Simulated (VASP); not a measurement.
## Hf: single point with PBEsol

Crystal: Hf.

```
CELL_PARAMETERS angstrom
0.00000 2.20634 2.20634
2.20634 0.00000 2.20634
2.20634 2.20634 0.00000
ATOMIC_POSITIONS crystal
Hf 0.00000 0.00000 0.00000
```

This isn't the form of Hf at room conditions, which is hcp.

```
Program                : VASP 6.6.1
Task                   : single point
Functional             : PBEsol
Potentials or basis    : VASP PAW PBE potentials, release 64 (Hf_pv)
Cutoff                 : 520 eV
k mesh                 : 16 × 16 × 16
Occupations            : gaussian, width 0.1 eV
Spin                   : non-collinear spin, zero start, spin-orbit coupling
Starting moments       : [[0.0, 0.0, 0.0]] μB
Further INCAR settings : ALGO = Normal; EDIFF = 1e-06
```

The pressure is -0.5 GPa. The net moment is 0.00 μB per cell and the valence electrons inside the program's atomic spheres are Hf 8.47.

Moments on the atoms (μB; x, y, z):
```
Hf  0.00 0.00 0.00
```

It took 30 s on 1 thread of Intel(R) Xeon(R) 6975P-C (Granite Rapids), with other jobs on the host, peak memory 0.24 GiB.

Caveat: the PAW data sets were made with another functional, which shifts forces and pressure a little.
